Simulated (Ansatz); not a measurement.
**TiAl in Ansatz: the effect of functional**

TiAl:

```xyz
2
Lattice="3.2001 0.0000 0.0000 0.0000 3.2001 0.0000 0.0000 0.0000 3.2001" Properties=species:S:1:pos:R:3 pbc="T T T"
Ti    0.0000    0.0000    0.0000
Al    1.6001    1.6001    1.6001
```

The cell comes from a database or a generator and needn't be the stable form of this composition.

The cell isn't the ideal one: volume scaled by 1.02.

Alike in all runs:

```yaml
Program: Ansatz 0.2.0
Task: single point
Potentials_or_basis: Ansatz PAW
k_mesh: 8 × 8 × 8
Occupations: fermi-dirac, width 0.05 eV
Spin: no spin polarisation
```

```tsv
functional	cutoff	pressure (GPa)
LDA	420 eV (not typed: the program's choice for these potentials)	?
PBEsol	420 eV (not typed: the program's choice for these potentials)	-4.5
r2SCAN	500 eV (not typed: the program's choice for these potentials)	-2.9
```

Task: What does the run with functional LDA give?

Result: Pressure -7.7 GPa.

Caveats: the PAW data sets come from PBE, with cores solved anew for the run's functional, which leaves a small shift of forces and pressure.
